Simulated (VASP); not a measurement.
# Cu (Fm-3m) in VASP: notebook

One crystal, Cu, is run at these levels: PBEsol, LDA, PBE, PBE+D3(BJ); tasks: relaxation of cell and atoms.

Program: VASP 6.6.1. These are calculated values, not measurements. Logs are shortened: lines on timing, memory, paths and dates and some standing lists are left out, and cuts for length are marked.

### Step 1. The structure

The structure is cubic, space group Fm-3m (No. 225). The conventional cell has a = 3.650 Å, b = 3.650 Å, c = 3.650 Å, α = 90.00°, β = 90.00°, γ = 90.00°. Around Cu (site symmetry m-3m) lie 12 Cu at 2.58 Å.

### Step 2. Relaxation of cell and atoms, PBEsol

Input file INCAR:

```
SYSTEM = Cu
ALGO = Fast ; EDIFF = 1E-7
EDIFFG = -0.005 ; ENCUT = 600
GGA = PS ; IBRION = 2
ISIF = 3 ; ISMEAR = 0
LASPH = .TRUE. ; LCHARG = .FALSE.
LREAL = .FALSE. ; LWAVE = .FALSE.
NELM = 100 ; NSW = 90
PREC = Accurate ; SIGMA = 0.1
```

Input file KPOINTS:

```
k-points
0
G
  20 20 20
  0 0 0
```

Input file POSCAR:

```
Cu
1.0
    0.0000000000      1.8250000000      1.8250000000
    1.8250000000      0.0000000000      1.8250000000
    1.8250000000      1.8250000000      0.0000000000
Cu
1
Direct
    0.0000000000      0.0000000000      0.0000000000
```

Potentials or basis: VASP PAW PBE potentials, release 64 (Cu).

Command:

```sh
$ cat potpaw_PBE.64/Cu/POTCAR > POTCAR
$ mpirun -np 1 vasp_std > vasp.out
```

OUTCAR:

```text
SYSTEM = Cu
   EDIFF = 1E-7
   EDIFFG = -0.005
   ENCUT = 600
   GGA = PS
   IBRION = 2
   ISIF = 3
   ISMEAR = 0
   LASPH = .TRUE.
   LREAL = .FALSE.
   NELM = 100
   NSW = 90
   PREC = Accurate

 ion  position               nearest neighbor table
   1  0.000  0.000  0.000-

  LATTYP: Found a face centered cubic cell.
 ALAT       =     3.6500000000

  Lattice vectors:

 A1 = (   0.0000000000,   1.8250000000,   1.8250000000)
 A2 = (   1.8250000000,   0.0000000000,   1.8250000000)
 A3 = (   1.8250000000,   1.8250000000,   0.0000000000)

Analysis of symmetry for initial positions (statically):
=====================================================================
 Subroutine PRICEL returns:
 Original cell was already a primitive cell.

 Routine SETGRP: Setting up the symmetry group for a
 face centered cubic supercell.

 Subroutine GETGRP returns: Found 48 space group operations
 (whereof 48 operations were pure point group operations)
 out of a pool of 48 trial point group operations.

The static configuration has the point symmetry O_h .

Analysis of symmetry for dynamics (positions and initial velocities):
=====================================================================
 Subroutine PRICEL returns:
 Original cell was already a primitive cell.

 Routine SETGRP: Setting up the symmetry group for a
 face centered cubic supercell.

 Subroutine GETGRP returns: Found 48 space group operations
 (whereof 48 operations were pure point group operations)
 out of a pool of 48 trial point group operations.

The dynamic configuration has the point symmetry O_h .

 Subroutine INISYM returns: Found 48 space group operations
 (whereof 48 operations are pure point group operations),
 and found     1 'primitive' translations

----------------------------------------------------------------------------------------

                                     Primitive cell

  volume of cell :      12.1568

  direct lattice vectors                    reciprocal lattice vectors
     0.000000000  1.825000000  1.825000000    -0.273972603  0.273972603  0.273972603
     1.825000000  0.000000000  1.825000000     0.273972603 -0.273972603  0.273972603
     1.825000000  1.825000000  0.000000000     0.273972603  0.273972603 -0.273972603

  length of vectors
     2.580939751  2.580939751  2.580939751     0.474534468  0.474534468  0.474534468

  position of ions in fractional coordinates (direct lattice)
     0.000000000  0.000000000  0.000000000

  ion indices of the primitive-cell ions
   primitive index   ion index
                 1           1

----------------------------------------------------------------------------------------

 KPOINTS: k-points

Automatic generation of k-mesh.
 Grid dimensions read from file:
 generate k-points for:   20   20   20

 Generating k-lattice:

  Cartesian coordinates                     Fractional coordinates (reciprocal lattice)
    -0.013698630  0.013698630  0.013698630     0.050000000  0.000000000  0.000000000
     0.013698630 -0.013698630  0.013698630     0.000000000  0.050000000  0.000000000
     0.013698630  0.013698630 -0.013698630     0.000000000  0.000000000  0.050000000

  Length of vectors
     0.023726723  0.023726723  0.023726723

  Shift w.r.t. Gamma in fractional coordinates (k-lattice)
     0.000000000  0.000000000  0.000000000

 Subroutine IBZKPT returns following result:
 ===========================================

 Found    256 irreducible k-points:

 Following reciprocal coordinates:
            Coordinates               Weight
  0.000000  0.000000  0.000000      1.000000
  0.050000  0.000000  0.000000      8.000000
  0.100000  0.000000  0.000000      8.000000
  0.150000  0.000000  0.000000      8.000000
  0.200000  0.000000  0.000000      8.000000
  0.250000  0.000000  0.000000      8.000000
[... 16 lines left out ...]
 -0.400000  0.050000  0.000000     24.000000
 -0.350000  0.050000  0.000000     24.000000
 [... further k-points ...]
   k-points           NKPTS =    256   k-points in BZ     NKDIM =    256   number of bands    NBANDS=      9
   number of dos      NEDOS =    301   number of ions     NIONS =      1
   total plane-waves  NPLWV =  13824
   dimension x,y,z NGX =    24 NGY =   24 NGZ =   24
   dimension x,y,z NGXF=    48 NGYF=   48 NGZF=   48
   ions per type =               1
   NGX,Y,Z   is equivalent  to a cutoff of  15.46, 15.46, 15.46 a.u.
   NGXF,Y,Z  is equivalent  to a cutoff of  30.92, 30.92, 30.92 a.u.
 SYSTEM =  Cu
   PREC   = accura    normal or accurate (medium, high low for compatibility)
   ISTART =      0    job   : 0-new  1-cont  2-samecut
   ICHARG =      2    charge: 1-file 2-atom 10-const
   ISPIN  =      1    spin polarized calculation?
   LNONCOLLINEAR =      F non collinear calculations
   LSORBIT =      F    spin-orbit coupling
   LASPH  =      T    aspherical Exc in radial PAW
   ENCUT  =  600.0 eV  44.10 Ry    6.64 a.u.   5.15  5.15  5.15*2*pi/ulx,y,z
   NELM   =    100;   NELMIN=  2; NELMDL= -5     # of ELM steps
   EDIFF  = 0.1E-06   stopping-criterion for ELM
   LREAL  =      F    real-space projection
   EDIFFG = -.5E-02   stopping-criterion for IOM
   NSW    =     90    number of steps for IOM
   IBRION =      2    ionic relax: 0-MD 1-quasi-New 2-CG
   NFREE  =      1    steps in history (QN), initial steepest desc. (CG)
   ISIF   =      3    stress and relaxation
   ISYM   =      2    0-nonsym 1-usesym 2-fastsym
   POTIM  = 0.5000    time-step for ionic-motion
   TEBEG  =    0.0;   TEEND  =   0.0 temperature during run
   PSTRESS=    0.0 pullay stress
   NELECT =      11.0000    total number of electrons
   NUPDOWN=      -1.0000    fix difference up-down
   EMIN   =  10.00;   EMAX   =-10.00  energy-range for DOS
   EFERMI =   0.00;   METHOD = LEGACY
   ISMEAR =     0;   SIGMA  =   0.10  broadening in eV -4-tet -1-fermi 0-gaus
   EFERMI_NEDOS =   21; number of points for ismear=-14 and -15
   IALGO  =     68    algorithm
   IMIX   =      4    mixing-type and parameters
     AMIX     =   0.40;   BMIX     =  1.00
     AMIX_MAG =   1.60;   BMIX_MAG =  1.00
  volume/ion in A,a.u.               =      12.16        82.04
  Fermi-wavevector in a.u.,A,eV,Ry     =   1.583432  2.992253 34.113318  2.507258
  Thomas-Fermi vector in A             =   2.683204
   LORBIT       =      0    0 simple, 1 ext, 2 COOP (PROOUT), +10 PAW based schemes
   GGA     = PS    functional components
   LHFCALC =     F    Hartree Fock is set to
   AEXX    =    0.0000 exact exchange contribution
   IVDW    =     0    specifies the selected vdW correction
   LEPSILON=     F    determine dielectric tensor
   LRPA    =     F    only Hartree local field effects (RPA)
 conjugate gradient relaxation of ions
 non-spin polarized calculation
 RMM-DIIS sequential band-by-band and
 Gauss-broadening in eV      SIGMA  =   0.10
  energy-cutoff  :      600.00
  volume of cell :       12.16
 maximum number of plane-waves:       419
 NGX is ok and might be reduce to    24
   NGX = 11   NGY = 11   NGZ = 11

--------------------------------------- Ionic step        1  -------------------------------------------

 number of electron      11.0000000 magnetization

 Free energy of the ion-electron system (eV)
  ---------------------------------------------------
  ext. energy  EPLUGINS =         0.00000000
  ---------------------------------------------------
  free energy    TOTEN  =        -4.28570666 eV

  energy without entropy =       -4.28433139  energy(sigma->0) =       -4.28501903

------------------------ aborting loop because EDIFF is reached ----------------------------------------

  FORCE on cell =-STRESS in cart. coord.  units (eV):
  Direction    XX          YY          ZZ          XY          YZ          ZX
  --------------------------------------------------------------------------------------
  -------------------------------------------------------------------------------------
  Total       -0.7053654     -0.7053654     -0.7053654     -0.0000000     -0.0000000      0.0000000
  in kB      -92.9621505    -92.9621505    -92.9621505     -0.0000000     -0.0000000      0.0000000
  external PRESSURE =     -92.9621505 kB  Pullay stress =       0.0000000 kB
[... 160 lines left out ...]
  energy  without entropy=       -4.3091664507  energy(sigma->0) =       -4.30981287

--------------------------------------- Ionic step        6  -------------------------------------------

 number of electron      11.0000000 magnetization

 Free energy of the ion-electron system (eV)
  ---------------------------------------------------
  ext. energy  EPLUGINS =         0.00000000
  ---------------------------------------------------
  free energy    TOTEN  =        -4.31046061 eV

  energy without entropy =       -4.30916787  energy(sigma->0) =       -4.30981424

 E-fermi :   7.8353     XC(G=0): -13.1273

 val. band max:        7.7816746478   @ k =   0.4500   0.3000   0.0000
 cond. band min:       7.8381853850   @ k =   0.5000   0.2500   0.1000
 fundamental gap:      0.0565107372
 Fermi energy:         7.8353182169

 k-point     1 :       0.0000    0.0000    0.0000
  band No.  band energies     occupation
      1      -1.8070      2.00000
      2       4.7284      2.00000
      3       4.7284      2.00000
      4       4.7284      2.00000
      5       5.6101      2.00000
      6       5.6101      2.00000
      7      30.7525      0.00000
      8      33.6591      0.00000
      9      33.6591      0.00000
[... 265 lines left out ...]
 k-point    24 :      -0.3500    0.0500    0.0000
  band No.  band energies     occupation
      1       2.0929      2.00000
      2       4.7579      2.00000
      3       4.8008      2.00000
      4       4.9072      2.00000
      5       5.9415      2.00000
      6       6.2345      2.00000
      7      15.3490      0.00000
      8      28.0580      0.00000
      9      30.4491      0.00000

 [... further k-points ...]

------------------------ aborting loop because EDIFF is reached ----------------------------------------

  FORCE on cell =-STRESS in cart. coord.  units (eV):
  Direction    XX          YY          ZZ          XY          YZ          ZX
  --------------------------------------------------------------------------------------
  -------------------------------------------------------------------------------------
  Total       -0.0034769     -0.0034769     -0.0034769     -0.0000000      0.0000000      0.0000000
  in kB       -0.4896420     -0.4896420     -0.4896420     -0.0000000      0.0000000      0.0000000
  external PRESSURE =      -0.4896420 kB  Pullay stress =       0.0000000 kB
[... 16 lines left out ...]
  FREE ENERGIE OF THE ION-ELECTRON SYSTEM (eV)
  ---------------------------------------------------
  free  energy   TOTEN  =        -4.3104606054 eV

  energy  without entropy=       -4.3091678730  energy(sigma->0) =       -4.30981424

 reached required accuracy - stopping structural energy minimisation
```

Wall time 2 min (1 thread of Intel Xeon Platinum 8488C (Sapphire Rapids), shared host); peak memory 0.17 GiB.

Results:

- Free energy: -4.3105 eV
- Relaxed volume: 11.38 Å³/atom
- Relaxed cell: a = 2.525 Å, b = 2.525 Å, c = 2.525 Å, α = 60.00°, β = 60.00°, γ = 60.00°
- Space group after relaxing (to 0.05 Å): Fm-3m (No. 225)
- Energy gained by relaxing: 24.8 meV/atom
- Ionic steps: 6
- Pressure after relaxing: 0.0 GPa
- Band gap on the k mesh: none (metal or under the smearing width)

Step by step:
```
step  energy change (eV)  largest force (eV/Å)  pressure (GPa)  volume (Å³)
   1              0.0000                0.0000           -9.30        12.16
   2             -0.0168                0.0000            6.74        10.96
   3             -0.0248                0.0000            0.12        11.36
   4             -0.0248                0.0000           -0.20        11.38
   5             -0.0248                0.0000           -0.14        11.38
   6             -0.0248                0.0000           -0.05        11.38
```

Final structure:
```xyz
1
Lattice="0.0000 1.7851 1.7851 1.7851 0.0000 1.7851 1.7851 1.7851 0.0000" Properties=species:S:1:pos:R:3 pbc="T T T"
Cu    0.0000    0.0000    0.0000
```

Caveat: the PAW data sets were made with another functional, which shifts forces and pressure a little.

### Step 3. Relaxation of cell and atoms, LDA

Changes to INCAR since step 2:

```diff
@@ -3,3 +3,3 @@
 EDIFFG = -0.005 ; ENCUT = 600
-GGA = PS ; IBRION = 2
+GGA = CA ; IBRION = 2
 ISIF = 3 ; ISMEAR = 0
```

KPOINTS is that of step 2.

POSCAR is that of step 2.

Potentials or basis: VASP PAW LDA potentials, release 64 (Cu).

Command:

```sh
$ cat potpaw_LDA.64/Cu/POTCAR > POTCAR
$ mpirun -np 1 vasp_std > vasp.out
```

It took 3.3 min on 1 thread of Intel Xeon Platinum 8488C (Sapphire Rapids), shared host; peak memory 0.17 GiB.

It converged, with:

| Item | Value |
| --- | --- |
| Free energy | -4.7098 eV |
| Relaxed volume | 10.95 Å³/atom |
| Relaxed cell | a = 2.492 Å, b = 2.492 Å, c = 2.492 Å, α = 60.00°, β = 60.00°, γ = 60.00° |
| Space group after relaxing (to 0.05 Å) | Fm-3m (No. 225) |
| Energy gained by relaxing | 63.3 meV/atom |
| Ionic steps | 13 |
| Pressure after relaxing | 0.0 GPa |
| Band gap on the k mesh | none (metal or under the smearing width) |

Step by step:
```
step  energy change (eV)  largest force (eV/Å)  pressure (GPa)  volume (Å³)
   1              0.0000                0.0000          -14.96        12.16
   2             -0.0365                0.0000           13.97        10.27
   3             -0.0633                0.0000            0.16        10.94
   4             -0.0632                0.0000           -0.54        10.97
   5             -0.0633                0.0000           -0.48        10.96
   6             -0.0633                0.0000           -0.18        10.96
   7             -0.0633                0.0000           -0.39        10.96
   8             -0.0633                0.0000           -0.21        10.96
   9             -0.0633                0.0000           -0.35        10.96
  10             -0.0633                0.0000           -0.27        10.95
  11             -0.0633                0.0000            0.09        10.95
  12             -0.0633                0.0000           -0.16        10.95
  13             -0.0633                0.0000            0.03        10.95
```

Final structure:
```xyz
1
Lattice="0.0000 1.7623 1.7623 1.7623 0.0000 1.7623 1.7623 1.7623 0.0000" Properties=species:S:1:pos:R:3 pbc="T T T"
Cu    0.0000    0.0000    0.0000
```

Levels at points of the mesh, in eV from the Fermi level:
```
           k point  band 2  band 3  band 4  band 5  band 6  band 7  band 8  band 9
(0.00, 0.00, 0.00)   -3.29   -3.29   -3.29   -2.35   -2.35   23.31   26.38   26.38
(0.50, 0.00, 0.00)   -3.32   -3.32   -1.71   -1.71   -1.18    4.15   21.79   23.14
(0.50, 0.50, 0.00)   -4.86   -1.72   -1.55   -1.55    1.46    7.69   13.63   13.63
```

LDA usually gives volumes a few per cent too small. Zero-point motion and thermal expansion aren't in these numbers.

### Step 4. Relaxation of cell and atoms, PBE

Changes to INCAR since step 3:

```diff
@@ -3,3 +3,3 @@
 EDIFFG = -0.005 ; ENCUT = 600
-GGA = CA ; IBRION = 2
+GGA = PE ; IBRION = 2
 ISIF = 3 ; ISMEAR = 0
```

KPOINTS is that of step 3.

POSCAR is that of step 3.

Potentials or basis: VASP PAW PBE potentials, release 64 (Cu).

Command:

```sh
$ cat potpaw_PBE.64/Cu/POTCAR > POTCAR
$ mpirun -np 1 vasp_std > vasp.out
```

Run time: 63 s. Hardware: 1 thread of Intel Xeon Platinum 8488C (Sapphire Rapids), shared host; peak memory 0.16 GiB.

The run converged. Its results:

```yaml
Free_energy: -3.7296 eV
Relaxed_volume: 12.00 Å³/atom
Relaxed_cell: a = 2.570 Å, b = 2.570 Å, c = 2.570 Å, α = 60.00°, β = 60.00°, γ = 60.00°
Space_group_after_relaxing_to_0.05_Å: Fm-3m (No. 225)
Energy_gained_by_relaxing: 0.8 meV/atom
Ionic_steps: 3
Pressure_after_relaxing: 0.0 GPa
Band_gap_on_the_k_mesh: none (metal or under the smearing width)
```

The path:
| step | energy change (eV) | largest force (eV/Å) | pressure (GPa) | volume (Å³) |
| --- | --- | --- | --- | --- |
| 1 | 0.0000 | 0.0000 | -1.34 | 12.16 |
| 2 | -0.0008 | 0.0000 | 0.39 | 11.98 |
| 3 | -0.0008 | 0.0000 | 0.01 | 12.00 |

Final structure:
```yaml
crystal:
  lattice:
    - [0.00000, 1.81727, 1.81727]
    - [1.81727, 0.00000, 1.81727]
    - [1.81727, 1.81727, 0.00000]
  atoms:
    - { symbol: Cu, position: [0.00000, 0.00000, 0.00000] }
```

Levels at points of the mesh, in eV from the Fermi level:
```
           k point  band 2  band 3  band 4  band 5  band 6  band 7  band 8  band 9
(0.00, 0.00, 0.00)   -2.95   -2.95   -2.95   -2.15   -2.15   22.49   25.01   25.01
(0.50, 0.00, 0.00)   -2.98   -2.98   -1.59   -1.59   -0.93    3.70   20.99   21.85
(0.50, 0.50, 0.00)   -4.31   -1.61   -1.45   -1.45    1.54    7.03   12.98   12.98
```

[end of part 1 of 2]
